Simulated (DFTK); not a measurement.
Ag:

```xyz
1
Lattice="0.0000 2.0427 2.0427 2.0427 0.0000 2.0427 2.0427 2.0427 0.0000" Properties=species:S:1:pos:R:3 pbc="T T T"
Ag    0.0000    0.0000    0.0000
```

Base run:

| Item | Value |
| --- | --- |
| Program | DFTK 0.8.2 |
| Functional | PBE |
| Potentials or basis | dojo.nc.sr.pbe.v0_4_1.standard.upf (PBE) |
| Cutoff | 1116 eV |
| k mesh | 11 × 11 × 11 |
| Occupations | fermi-dirac, width 0.05 eV |
| Spin | no spin polarisation |

Its results: band gap on the k mesh none (metal or under the smearing width); pressure 4.2 GPa.

Task: The run is repeated on the same cell with these changes: functional from PBE to PBEsol; potentials or basis from dojo.nc.sr.pbe.v0_4_1.standard.upf (PBE) to cp2k.nc.sr.pbe.v0_1.largecore.gth (PBE, GTH); cutoff from 1116 eV to 1361 eV; valence electrons from 19 to 11. What comes out?

Result: Band gap on the k mesh none (metal or under the smearing width); pressure -1.5 GPa.

Caveats: GTH potentials come without recommended cutoffs, and this one wasn't checked for convergence (some runs); the potentials were made for another functional, which shifts forces and pressure (some runs).

Not every run made on this cell is shown here.
